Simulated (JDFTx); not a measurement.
KBr:

```
Br K
1.0
     4.04350    0.00000    0.00000
     0.00000    4.04350    0.00000
     0.00000    0.00000    4.04350
Br K
1 1
Direct
  0.50000 0.50000 0.50000
  0.00000 0.00000 0.00000
```

Measurements of this composition are mostly on another form, of space group No. 225.

```yaml
Program: JDFTx 1.7.0 (patched build)
Task: single point
Functional: PBE
Potentials_or_basis: PseudoDojo-SR-PBE-0.5-standard
Cutoff: 1007 eV
Density_cutoff: 4027 eV
k_mesh: 7 × 7 × 7
Occupations: fermi-dirac, width 0.05 eV
Spin: no spin polarisation
```

On this cell: pressure -0.1 GPa; largest force zero by symmetry; band gap on the k mesh 3.89 eV, indirect (least direct gap 4.12 eV).

The same run follows on a disturbed copy (atoms moved at random, drawn with an rms of 0.05 Å):

```
Br K
1.0
     4.04350    0.00000    0.00000
     0.00000    4.04350    0.00000
     0.00000    0.00000    4.04350
Br K
1 1
Direct
  0.50038 0.49474 0.50228
  0.99884 0.99978 0.97651
```

Q: What changes?

A: The energy moves by +1.5 meV/atom; pressure 0.0 GPa; largest force 0.058 eV/Å; band gap on the k mesh 3.89 eV, indirect (least direct gap 4.13 eV).

Forces in eV/Å, atoms in the order of the input:
```
Br  -0.004  0.012 -0.057
K    0.004 -0.012  0.057
```

Caveats: the empty levels aren't tightly converged; an odd mesh through Γ misses points on the zone boundary, where band edges often lie; forces may be off by hundredths of an eV/Å (some runs).
